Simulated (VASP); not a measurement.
# Sm (I4/mmm) in VASP: further runs, part 2 of 2

VASP 6.6.1. Earlier steps stand in the parts before.

## Step 4: Single point, PBE, collinear spin, ferromagnetic start

INCAR

```
SYSTEM = Sm
PREC = Accurate
ENCUT = 400
EDIFF = 1E-6
ISMEAR = 1
SIGMA = 0.2
LREAL = .False.
LASPH = .True.
NELM = 100
ALGO = Normal
ISIF = 2
LWAVE = .False.
LCHARG = .False.
ISPIN = 2
MAGMOM = 5
LORBIT = 11
LMAXMIX = 6
GGA = PE
ADDGRID = .False.
```

KPOINTS

```
regular mesh
0
Gamma
  6 6 6
  0 0 0
```

POSCAR

```
Sm
1.0
   -1.8173030691      1.8173030691      2.5609871902
    1.8173030691     -1.8173030691      2.5609871902
    1.8173030691      1.8173030691     -2.5609871902
Sm
1
Direct
    0.0000000000      0.0000000000      0.0000000000
```

Potentials or basis: VASP PAW PBE potentials, release 64 (Sm).

Launch:

```
$ cat potpaw_PBE.64/Sm/POTCAR > POTCAR
$ mpirun -np 1 vasp_std > vasp.out
```

OUTCAR:

```text
SYSTEM = Sm
   PREC = Accurate
   ENCUT = 400
   EDIFF = 1E-6
   ISMEAR = 1
   LREAL = .False.
   LASPH = .True.
   NELM = 100
   ISIF = 2
   ISPIN = 2
   LORBIT = 11
   GGA = PE

 Found     30 irreducible k-points:

 Following reciprocal coordinates:
            Coordinates               Weight
  0.000000  0.000000  0.000000      1.000000
  0.166667  0.000000 -0.000000      8.000000
  0.333333  0.000000 -0.000000      8.000000
  0.500000  0.000000  0.000000      4.000000
  0.166667  0.166667  0.000000      8.000000
  0.333333  0.166667  0.000000     16.000000
   k-points           NKPTS =     30   k-points in BZ     NKDIM =     30   number of bands    NBANDS=     15
   number of dos      NEDOS =    301   number of ions     NIONS =      1
   total plane-waves  NPLWV =  13824
   dimension x,y,z NGX =    24 NGY =   24 NGZ =   24
   dimension x,y,z NGXF=    48 NGYF=   48 NGZF=   48
   ions per type =               1
   NGX,Y,Z   is equivalent  to a cutoff of  11.00, 11.00, 11.00 a.u.
   NGXF,Y,Z  is equivalent  to a cutoff of  21.99, 21.99, 21.99 a.u.
 SYSTEM =  Sm
   PREC   = accura    normal or accurate (medium, high low for compatibility)
   ISTART =      0    job   : 0-new  1-cont  2-samecut
   ICHARG =      2    charge: 1-file 2-atom 10-const
   ISPIN  =      2    spin polarized calculation?
   LNONCOLLINEAR =      F non collinear calculations
   LSORBIT =      F    spin-orbit coupling
   LASPH  =      T    aspherical Exc in radial PAW
   ENCUT  =  400.0 eV  29.40 Ry    5.42 a.u.   5.92  5.92  5.92*2*pi/ulx,y,z
   NELM   =    100;   NELMIN=  2; NELMDL= -5     # of ELM steps
   EDIFF  = 0.1E-05   stopping-criterion for ELM
   LREAL  =      F    real-space projection
   EDIFFG = 0.1E-04   stopping-criterion for IOM
   NSW    =      0    number of steps for IOM
   IBRION =     -1    ionic relax: 0-MD 1-quasi-New 2-CG
   NFREE  =      0    steps in history (QN), initial steepest desc. (CG)
   ISIF   =      2    stress and relaxation
   ISYM   =      2    0-nonsym 1-usesym 2-fastsym
   POTIM  = 0.5000    time-step for ionic-motion
   TEBEG  =    0.0;   TEEND  =   0.0 temperature during run
   PSTRESS=    0.0 pullay stress
   NELECT =      16.0000    total number of electrons
   NUPDOWN=      -1.0000    fix difference up-down
   EMIN   =  10.00;   EMAX   =-10.00  energy-range for DOS
   EFERMI =   0.00;   METHOD = LEGACY
   ISMEAR =     1;   SIGMA  =   0.20  broadening in eV -4-tet -1-fermi 0-gaus
   EFERMI_NEDOS =   21; number of points for ismear=-14 and -15
   IALGO  =     38    algorithm
   IMIX   =      4    mixing-type and parameters
     AMIX     =   0.40;   BMIX     =  1.00
     AMIX_MAG =   1.60;   BMIX_MAG =  1.00
  volume/ion in A,a.u.               =      33.83       228.31
  Fermi-wavevector in a.u.,A,eV,Ry     =   1.275481  2.410310 22.134675  1.626853
  Thomas-Fermi vector in A             =   2.408191
   LORBIT       =     11    0 simple, 1 ext, 2 COOP (PROOUT), +10 PAW based schemes
   GGA     = PE    functional components
   LHFCALC =     F    Hartree Fock is set to
   AEXX    =    0.0000 exact exchange contribution
   IVDW    =     0    specifies the selected vdW correction
   LEPSILON=     F    determine dielectric tensor
   LRPA    =     F    only Hartree local field effects (RPA)
 spin polarized calculation
 Methfessel and Paxton  Order N= 1 SIGMA  =   0.20
  energy-cutoff  :      400.00
  volume of cell :       33.83
 maximum number of plane-waves:       636
   NGX = 11   NGY = 11   NGZ = 11

 number of electron      16.0000002 magnetization       6.4375897

 Free energy of the ion-electron system (eV)
  ---------------------------------------------------
  ext. energy  EPLUGINS =         0.00000000
  ---------------------------------------------------
  free energy    TOTEN  =        -9.27147131 eV

  energy without entropy =       -9.25629579  energy(sigma->0) =       -9.26641280

 E-fermi :   3.0172     XC(G=0):  -9.7911

 val. band max:        3.0091843294   @ k =   0.5000   0.0000   0.0000
 cond. band min:       3.0271525254   @ k =  -0.3333   0.3333   0.1667
 fundamental gap:      0.0179681960
 Fermi energy:         3.0172036466

 spin component 1

 k-point     1 :       0.0000    0.0000    0.0000
  band No.  band energies     occupation
      1     -36.9761      1.00000
      2     -16.1069      1.00000
      3     -16.1069      1.00000
      4     -16.1061      1.00000
      5      -1.4181      1.00000
      6       2.7135      1.02681
      7       2.7679      1.03539
      8       2.7679      1.03539
      9       2.7686      1.03541
     10       2.7976      1.03253
     11       2.7976      1.03253
     12       2.8005      1.03177
     13       4.8858     -0.00000
     14       4.8858     -0.00000
     15       4.9162     -0.00000

 k-point     2 :       0.1667    0.0000   -0.0000
  band No.  band energies     occupation
      1     -36.9510      1.00000
      2     -16.3709      1.00000
      3     -16.1396      1.00000
      4     -16.1379      1.00000
      5      -0.6703      1.00000
      6       2.6701      1.01702
      7       2.6767      1.01844
      8       2.6775      1.01861
      9       2.7663      1.03532
     10       2.7702      1.03544
     11       2.8312      1.01623
     12       2.8330      1.01491
     13       4.4192     -0.00000
     14       5.2180     -0.00000
     15       5.2426     -0.00000
[... 41 lines left out ...]
      3     -16.3012      1.00000
      4     -16.1574      1.00000
      5       0.3856      1.00000
      6       2.6030      1.00631
      7       2.6221      1.00865
      8       2.6263      1.00923
      9       2.7046      1.02478
     10       2.7085      1.02568
     11       2.8870      0.94158
     12       2.9012      0.91082
     13       3.9748     -0.00000
     14       4.9607     -0.00000
     15       5.9729     -0.00000

 k-point     6 :       0.3333    0.1667    0.0000
  band No.  band energies     occupation
      1     -36.8750      1.00000
      2     -16.9191      1.00000
      3     -16.4193      1.00000
      4     -16.2326      1.00000
      5       1.5234      1.00000
      6       2.5398      1.00189
      7       2.5489      1.00228
      8       2.5898      1.00501
      9       2.6835      1.01993
     10       2.8595      0.98712
     11       2.9843      0.63713
     12       3.0048      0.55258
     13       3.9002     -0.00000
     14       4.2812     -0.00000
     15       5.4693     -0.00000

 [... further k-points ...]

 spin component 2

 k-point     1 :       0.0000    0.0000    0.0000
  band No.  band energies     occupation
      1     -34.3142      1.00000
      2     -14.0310      1.00000
      3     -14.0310      1.00000
      4     -14.0303      1.00000
      5      -0.2581      1.00000
      6       5.9220     -0.00000
      7       6.0882     -0.00000
      8       6.0882     -0.00000
      9       6.1189     -0.00000
     10       6.5181     -0.00000
     11       6.5181     -0.00000
     12       6.5248     -0.00000
     13       7.1794      0.00000
     14       7.1794      0.00000
     15       7.1807      0.00000

 k-point     2 :       0.1667    0.0000   -0.0000
  band No.  band energies     occupation
      1     -34.2844      1.00000
      2     -14.3360      1.00000
      3     -14.0678      1.00000
      4     -14.0659      1.00000
      5       0.5178      1.00000
      6       5.0989     -0.00000
      7       6.1933     -0.00000
      8       6.2151     -0.00000
      9       6.3393     -0.00000
     10       6.5440     -0.00000
     11       6.5484     -0.00000
     12       6.6353     -0.00000
     13       7.1832      0.00000
     14       7.2148      0.00000
     15       7.2228      0.00000
[... 41 lines left out ...]
      3     -14.2533      1.00000
      4     -14.0870      1.00000
      5       1.6050      1.00000
      6       4.6342     -0.00000
      7       5.5654     -0.00000
      8       6.3606     -0.00000
      9       6.4363     -0.00000
     10       6.5564     -0.00000
     11       6.7157     -0.00000
     12       6.7179     -0.00000
     13       7.0707      0.00000
     14       7.0859      0.00000
     15       7.7115      0.00000

 k-point     6 :       0.3333    0.1667    0.0000
  band No.  band energies     occupation
      1     -34.1937      1.00000
      2     -14.9605      1.00000
      3     -14.3872      1.00000
      4     -14.1721      1.00000
      5       2.7985      1.03232
      6       4.5555     -0.00000
      7       5.1236     -0.00000
      8       6.2011     -0.00000
      9       6.6021     -0.00000
     10       6.6480     -0.00000
     11       6.7090     -0.00000
     12       6.7826     -0.00000
     13       6.9465     -0.00000
     14       6.9595     -0.00000
     15       7.4130      0.00000

 [... further k-points ...]
[... 5 lines left out ...]
  --------------------------------------------------------------------------------------
  -------------------------------------------------------------------------------------
  Total        0.4568516      0.4568516      0.4615240      0.0000000      0.0000000      0.0000000
  in kB       21.6353351     21.6353351     21.8566062      0.0000000      0.0000000      0.0000000
  external PRESSURE =      21.7090922 kB  Pullay stress =       0.0000000 kB

 VOLUME and BASIS-vectors are now :
 -----------------------------------------------------------------------------
  energy-cutoff  :      400.00
  volume of cell :       33.83
      direct lattice vectors                 reciprocal lattice vectors
    -1.817303069  1.817303069  2.560987190     0.000000000  0.275132975  0.195237212
     1.817303069 -1.817303069  2.560987190     0.275132975  0.000000000  0.195237212
     1.817303069  1.817303069 -2.560987190     0.275132975  0.275132975  0.000000000

 POSITION                                       TOTAL-FORCE (eV/Angst)
 -----------------------------------------------------------------------------------
      0.00000      0.00000      0.00000        -0.000000      0.000000      0.000000
 -----------------------------------------------------------------------------------
    total drift:                                0.000000      0.000000     -0.000000

  FREE ENERGIE OF THE ION-ELECTRON SYSTEM (eV)
  ---------------------------------------------------
  free  energy   TOTEN  =        -9.2714713064 eV

  energy  without entropy=       -9.2562957910  energy(sigma->0) =       -9.26641280

 total charge

# of ion       s       p       d       f       tot
--------------------------------------------------
    1        2.084   5.599   0.466   5.500  13.650

 magnetization (x)

# of ion       s       p       d       f       tot
--------------------------------------------------
    1       -0.005  -0.060   0.239   5.494   5.668
```

Wall time 23 s (1 thread of Intel Xeon Platinum 8488C (Sapphire Rapids), shared host); peak memory 0.16 GiB.

These settings aren't checked as converged: the numbers below hold their error.

Results:

```
Free energy                                           : -9.2715 eV
Pressure                                              : 2.2 GPa
Band gap on the k mesh                                : none (metal or under the smearing width)
Net moment                                            : 6.44 μB per cell
Site moments                                          : Sm +5.67 μB
Valence electrons inside the program's atomic spheres : Sm 13.65
```

Caveat: the k mesh is coarse (spacing up to 0.41 Å⁻¹), so the values aren't converged; the cutoff is under 1.25 times the usual one of these potentials, so pressure, stress and relaxed cells hold a basis-set (Pulay) error; the magnetic or orbital state may not be the lowest; spin-orbit coupling is left out, which moves the levels of the heavy elements.

## Step 5: Single point, PBE, collinear spin, ferromagnetic start

INCAR is that of step 4.

KPOINTS is that of step 4.

POSCAR

```
Sm
1.0
   -1.8424340000      1.8281900000      2.5309280000
    1.8521830000     -1.8921630000      2.5832430000
    1.7732950000      1.8230240000     -2.5763240000
Sm
1
Direct
    0.0008670000     -0.0165060000      0.0081580000
```

Launch:

```
$ cat potpaw_PBE.64/Sm/POTCAR > POTCAR
$ mpirun -np 1 vasp_std > vasp.out
```

Wall time 78 s (1 thread of Intel Xeon Platinum 8488C (Sapphire Rapids), shared host); peak memory 0.2 GiB.

These settings aren't checked as converged: the numbers below hold their error.

Results:

```
Free energy                                           : -9.2690 eV
Pressure                                              : 2.3 GPa
Band gap on the k mesh                                : none (metal or under the smearing width)
Net moment                                            : 6.43 μB per cell
Site moments                                          : Sm +5.67 μB
Valence electrons inside the program's atomic spheres : Sm 13.65
```

Caveat: the k mesh is coarse (spacing up to 0.41 Å⁻¹), so the values aren't converged; the cutoff is under 1.25 times the usual one of these potentials, so pressure, stress and relaxed cells hold a basis-set (Pulay) error; the magnetic or orbital state may not be the lowest; spin-orbit coupling is left out, which moves the levels of the heavy elements.

## Step 6: Single point, PBE, collinear spin, ferromagnetic start

INCAR: that of step 5 with these lines changed.

```diff
@@ -2,3 +2,3 @@
 PREC = Accurate
-ENCUT = 400
+ENCUT = 650
 EDIFF = 1E-6
```

KPOINTS

```
regular mesh
0
Gamma
  5 5 5
  0 0 0
```

POSCAR

```
Sm
1.0
   -1.8173030691      1.8173030691      2.5609871902
    1.8173030691     -1.8173030691      2.5609871902
    1.8173030691      1.8173030691     -2.5609871902
Sm
1
Direct
    0.0000000000      0.0000000000      0.0000000000
```

Potentials or basis: VASP PAW PBE potentials, release 64 (Sm).

Launch:

```
$ cat potpaw_PBE.64/Sm/POTCAR > POTCAR
$ mpirun -np 1 vasp_std > vasp.out
```

It took 38 s on 1 thread of Intel Xeon Platinum 8488C (Sapphire Rapids), shared host; peak memory 0.2 GiB.

The run converged, but some of its settings lie outside the range that counts as converged, so its numbers aren't taken as properties of the crystal.

What came out:

| Property | Result |
| --- | --- |
| Free energy | -9.2984 eV |
| Pressure | 2.9 GPa |
| Band gap on the k mesh | none (metal or under the smearing width) |
| Net moment | 6.78 μB per cell |
| Site moments | Sm +5.78 μB |
| Valence electrons inside the program's atomic spheres | Sm 13.68 |

Caveat: the k mesh is coarse (spacing up to 0.49 Å⁻¹), so the values aren't converged; the magnetic or orbital state may not be the lowest; spin-orbit coupling is left out, which moves the levels of the heavy elements.

## Step 7: The reference run

An earlier run on the cell as given: functional PBE; potentials or basis VASP PAW PBE potentials, release 64 (Sm); cutoff 520 eV; k mesh 10 × 10 × 10; occupations fermi-dirac, width 0.05 eV; collinear spin, ferromagnetic start; starting moments [5.0] μB.

- Pressure: 2.8 GPa
- Band gap on the k mesh: none (metal or under the smearing width)
- Net moment: 6.56 μB per cell
- Site moments: Sm +5.71 μB
- Valence electrons inside the program's atomic spheres: Sm 13.66
